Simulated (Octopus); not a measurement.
BN under changes of volume

One of the cells (8.967 Å³/atom); the others are scaled copies at fixed shape and fractional positions:

```
N B
1.0
     2.49824    0.00000    0.00000
    -1.24912    2.16354    0.00000
     0.00000    0.00000    6.63570
N B
2 2
Cartesian
  1.2491 0.7212 1.6589
  0.0000 1.4424 4.9768
  1.2491 0.7212 4.9768
  0.0000 1.4424 1.6589
```

* Program: Octopus 16.4
* Functional: PBEsol
* Potentials or basis: pseudodojo_pbesol (PseudoDojo 0.4, PBEsol)
* Grid spacing: 0.119 × 0.119 × 0.123 Å
* k mesh: 12 × 12 × 4
* Occupations: fermi-dirac, width 0.05 eV
* Spin: no spin polarisation

| volume (Å³/atom) | energy over the lowest point (meV/atom) | gap on the mesh (eV) |
| --- | --- | --- |
| 8.608 | ? | ? |
| 8.787 | 6.13 | 4.23 |
| 8.967 | 0.00 | 4.21 |
| 9.146 | 0.57 | 4.19 |
| 9.325 | 5.32 | 4.16 |

Task: What does the run at 8.608 Å³/atom give?

Result: Energy over the lowest point 17.82 meV/atom; gap on the mesh 4.25 eV.

Worked out: A Birch-Murnaghan fit of order 2 (a polynomial in V^(-2/3)) to the other rows has its minimum at 9.06 Å³/atom with B0 = V·E''(V) = 245 GPa at fixed shape and positions, which overstates the stiffness. It gives 18.07 meV/atom at 8.608 Å³/atom, against the run's 17.82. A straight line through the other rows of the gap, of slope -1.16 eV per unit of ln V, extrapolates to 4.26 eV, against the run's 4.25.

Energies are extrapolated to zero smearing.

Caveats: this functional lacks dispersion, which binds the layers, so the pressure and a relaxed spacing across them are unreliable.

A mesh can miss the band edges.
